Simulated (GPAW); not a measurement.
A run of GPAW 26.7.0 is set up as follows.

Contents of run.py:

```python
from ase.eos import EquationOfState
from ase.io import Trajectory
from ase.spacegroup import crystal
from ase.units import GPa
from gpaw import GPAW, PW

# Zr 2c
atoms = crystal(['Zr'],
                basis=[[0.6666666667, 0.3333333333, 0.75]],
                spacegroup=194, setting=1,  # P6_3/mmc
                cellpar=[3.232, 3.232, 5.147, 90.0, 90.0, 120.0],
                primitive_cell=True)

traj = Trajectory('eos.traj', 'w')
volumes, energies = [], []
for x in [0.94, 0.96, 0.98, 1.0, 1.02, 1.04, 1.06]:
    a = atoms.copy()
    a.set_cell(atoms.cell * x**(1 / 3), scale_atoms=True)
    calc = GPAW(mode=PW(1600),
                xc='LDA',
                kpts={'size': (7, 7, 4), 'gamma': True},
                occupations={'name': 'fermi-dirac', 'width': 0.05},
                setups='hgh',
                nbands=-12,
                convergence={'density': 1e-05, 'energy': 1e-05},
                maxiter=150,
                txt=f'eos-{x:.2f}.txt')
    a.calc = calc
    energies.append(a.get_potential_energy(force_consistent=True))
    volumes.append(a.get_volume())
    p = -a.get_stress()[:3].mean() / GPa
    calc.write(f'eos-{x:.2f}.gpw')
    traj.write(a)
    print(f'{x:.2f} {volumes[-1]:10.4f} A^3 {energies[-1]:14.6f} eV {p:9.3f} GPa', flush=True)

v0, e0, B = EquationOfState(volumes, energies, eos='birchmurnaghan').fit()
print(f'V0 = {v0:.4f} A^3, E0 = {e0:.6f} eV, B0 = {B / GPa:.2f} GPa')
```

Potentials or basis: HGH pseudopotentials, pw.

The run is started by

```bash
$ OMP_NUM_THREADS=1 python run.py
```

Predict the equilibrium volume.

21.22 Å³/atom (rough: see the caveat).

Estimate the bulk modulus at fixed shape and positions.

101 GPa (rough).

Energy against volume, from the lowest point:
```tsv
volume (Å³/atom)	energy (meV/atom)
21.884	0.00
22.350	11.36
22.815	27.88
23.281	49.11
23.746	74.63
24.212	104.07
24.678	137.06
```

Caveat: the minimum lies outside the volumes run; the cell was scaled at fixed shape and fractional positions, which overstates the stiffness of a crystal with free parameters, most of all of layers and chains; HGH potentials are hard and often keep d shells in the core, so these values are rough.
